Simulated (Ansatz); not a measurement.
A (110) slab of GaN (F-43m (No. 216)), 7 planes, outer planes GaN (top) and GaN (bottom), with 14 atoms (Ga7N7) in a surface cell of A = 14.629 Å², as cut from the bulk:

```
CELL_PARAMETERS angstrom
3.21626 0.00000 0.00000
0.00000 4.54848 0.00000
0.00000 0.00000 24.64878
ATOMIC_POSITIONS crystal
Ga 0.50000 0.50000 0.30427
N 0.00000 0.25000 0.30427
Ga 0.00000 0.00000 0.36952
N 0.50000 0.75000 0.36952
Ga 0.50000 0.50000 0.43476
N 0.00000 0.25000 0.43476
Ga 0.00000 0.00000 0.50000
N 0.50000 0.75000 0.50000
Ga 0.50000 0.50000 0.56524
N 0.00000 0.25000 0.56524
Ga 0.00000 0.00000 0.63048
N 0.50000 0.75000 0.63048
Ga 0.50000 0.50000 0.69573
N 0.00000 0.25000 0.69573
```

The calculation used Ansatz, DFT PBE, scalar-relativistic, plane waves, PAW. Settings: cutoff 420 eV, Γ-centred mesh 8×6×1 on the computed 14-atom cell, Gaussian smearing of 0.05 eV; no spin polarisation.

Against the same 14 atoms in the bulk, the slab as cut lies 4.027 eV higher and the relaxed slab 3.107 eV higher.

Q: Work out the surface energy before and after relaxation.

A: The slab has two faces, so γ = (E_slab − N·E_bulk)/(2A), the mean of both. As cut: 4.027/(2 × 14.629) = 0.1376 eV/Å², and 1 eV/Å² = 16.02 J/m², so γ = 2.20 J/m². Relaxed: 3.107/(2 × 14.629) = 0.1062 eV/Å² = 1.70 J/m². Relaxation recovers 23 % of the cost of cutting.

Q: What is the ideal work of this cut, per area?

A: Griffith's ideal work is 2γ: 4.41 J/m² if the new faces stay rigid, 3.40 J/m² if they relax. One thickness was run, 7 planes, so γ can still shift with it.

The reference crystal is the zinc-blende form of GaN, which isn't its usual structure.